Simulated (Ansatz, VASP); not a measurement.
# Pb: VASP beside Ansatz

The input INCAR:

```
ALGO = Normal ; EDIFF = 1E-6
ENCUT = 520 ; GGA = PS
ISIF = 2 ; ISMEAR = -1
LASPH = True ; LCHARG = True
LELF = True ; LREAL = False
LVHAR = True ; LWAVE = False
NBANDS = 13 ; NELM = 60
PREC = Accurate ; SIGMA = 0.05
```

File KPOINTS:

```
k-points
0
Gamma
  9 9 9
```

The input POSCAR:

```
Pb
1.0
   -1.9392470115      1.9392470115      1.9392470115
    1.9392470115     -1.9392470115      1.9392470115
    1.9392470115      1.9392470115     -1.9392470115
Pb
1
Direct
    0.0000000000      0.0000000000      0.0000000000
```

The input input.yaml:

```yaml
crystal:
  lattice:
    - [-1.9392470115, 1.9392470115, 1.9392470115]
    - [1.9392470115, -1.9392470115, 1.9392470115]
    - [1.9392470115, 1.9392470115, -1.9392470115]
  atoms:
    - { symbol: Pb, position: [0.0, 0.0, 0.0] }
kpoints:
  mp_grid: { grid: [9, 9, 9] }
scf:
  occupations: { method: fermi_dirac, width: 0.05 }
hamiltonian:
  xc: pbesol
  pseudopotentials: { kind: all_electron, lapw: { basis_error: 0.001 } }
output:
  forces: true
  stress: true
  eigenvalues: true
```

Change from the starting cell: volume scaled by 0.94.

Alike in both runs: task single point; functional PBEsol; k mesh 9 × 9 × 9; occupations fermi-dirac, width 0.05 eV; no spin polarisation.

|  | VASP | Ansatz |
| --- | --- | --- |
| version | VASP 6.6.1 | Ansatz 0.2.0 |
| potentials or method | VASP PAW PBE potentials, release 64 (Pb_d) | all-electron LAPW, scalar-relativistic |
| plane-wave cutoff (eV) | 520 | see its input |

Ansatz gave:

```
gap on the k mesh at the Fermi level (eV) : none
pressure (GPa)                            : 0.8
```

**Question.** Estimate VASP's values.

**Answer.** gap on the k mesh at the Fermi level (eV): none; pressure (GPa): 0.7.

A gap of «none» marks a metal or a gap that the smearing closes. Ansatz ran all-electron here, so the differences hold the error of VASP's frozen core and of both bases.

Caveats: the PAW data sets were made with another functional, which shifts forces and pressure a little (VASP). The runs have no spin-orbit coupling, so splittings on Pb are missing.
